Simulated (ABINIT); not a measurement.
HfO2:

```
CELL_PARAMETERS angstrom
0.00000 2.55750 2.55750
2.55750 0.00000 2.55750
2.55750 2.55750 0.00000
ATOMIC_POSITIONS crystal
Hf 0.00000 0.00000 0.00000
O 0.75000 0.75000 0.75000
O 0.25000 0.25000 0.25000
```

Measurements of this composition are mostly on another form, of space group No. 14.

Program: ABINIT 10.8.3 (patched build). Alike in all runs: task band structure; no spin polarisation; cell as given; k mesh 9 × 9 × 9; smearing fermi-dirac 0.05 eV.

Order these runs on this cell by their pressure, lowest first.
A. level PBEsol; potentials or basis PseudoDojo NC SR PBEsol v0.4.1 standard; cutoff (eV) 1143
B. level LDA-PZ; potentials or basis JTH PAW LDA v2.0; cutoff (eV) 626; fine-grid cutoff 1224.51 eV
C. level BP86; potentials or basis JTH PAW PBE v2.0; cutoff (eV) 626; fine-grid cutoff 1224.51 eV

B (-19.7 GPa), A (-13.1 GPa), C (-5.8 GPa).

Caveats: the PAW data sets were made with another functional, which shifts forces and pressure a little (some runs); so large a pressure means that the cell lies far from this level's equilibrium, or that cutoff or potentials fall short (some runs).

Runs at the PBE level aren't shown here.
